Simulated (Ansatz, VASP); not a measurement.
# One calculation of Yb, two programs

File INCAR:

```
  PREC = Accurate
  ENCUT = 520
  EDIFF = 1E-6
  ISMEAR = -1
  SIGMA = 0.05
  LREAL = F
  LASPH = T
  NELM = 150
  ALGO = Normal
  ISIF = 2
  LWAVE = F
  LCHARG = T
  ISPIN = 2
  MAGMOM = 1 1
  LORBIT = 11
  LMAXMIX = 6
  GGA = PE
  LELF = T
  LVHAR = T
  NBANDS = 35
```

KPOINTS

```
regular mesh
0
Gamma
  8 8 4
```

File POSCAR:

```
Yb
1.0
    3.8274624909      0.0000000000      0.0000000000
   -1.9137312454      3.3146797491      0.0000000000
    0.0000000000      0.0000000000      6.2995934742
Yb
2
Direct
    0.6666666667      0.3333333333      0.7500000000
    0.3333333333      0.6666666667      0.2500000000
```

input.yaml

```yaml
crystal:
  lattice:
    - [3.8274624909, 0.0, 0.0]
    - [-1.9137312454, 3.3146797491, 0.0]
    - [0.0, 0.0, 6.2995934742]
  atoms:
    - { symbol: Yb, position: [0.6666666667, 0.3333333333, 0.75], spin: 1.0 }
    - { symbol: Yb, position: [0.3333333333, 0.6666666667, 0.25], spin: 1.0 }
kpoints:
  mp_grid: { grid: [8, 8, 4] }
scf:
  occupations: { method: fermi_dirac, width: 0.05 }
hamiltonian:
  xc: pbe
  pseudopotentials: { kind: all_electron, lapw: { basis_error: 0.0005 } }
magnetization:
  spin_polarized: true
output:
  forces: true
  stress: true
  eigenvalues: true
```

Change from the starting cell: volume scaled by 0.96.

Alike in both runs: task single point; functional PBE; k mesh 8 × 8 × 4; occupations fermi-dirac, width 0.05 eV; collinear spin.

|  | VASP | Ansatz |
| --- | --- | --- |
| version | VASP 6.6.1 | Ansatz 0.2.0 |
| potentials or method | VASP PAW PBE potentials, release 64 (Yb) | all-electron LAPW, scalar-relativistic |
| plane-wave cutoff (eV) | 520 | see its input |

VASP gave:

```
gap on the k mesh at the Fermi level (eV)       : none
pressure (GPa)                                  : -3.1
largest component of the traceless stress (GPa) : 0.05
net moment per atom (μB)                        : 0.00
```

**Question.** Estimate Ansatz's values.

**Answer.** gap on the k mesh at the Fermi level (eV): none; pressure (GPa): -1.7; largest component of the traceless stress (GPa): 0.02; net moment per atom (μB): 0.00.

A gap of «none» marks a metal or a gap that the smearing closes. Ansatz ran all-electron here, so the differences hold the error of VASP's frozen core and of both bases.

Caveats: spin-orbit coupling is left out, which moves the levels of the heavy elements; an open f shell can end in a state above the lowest (Ansatz); the starting moments weren't kept (Ansatz). The state reached can hang on the start; a lower one may exist.
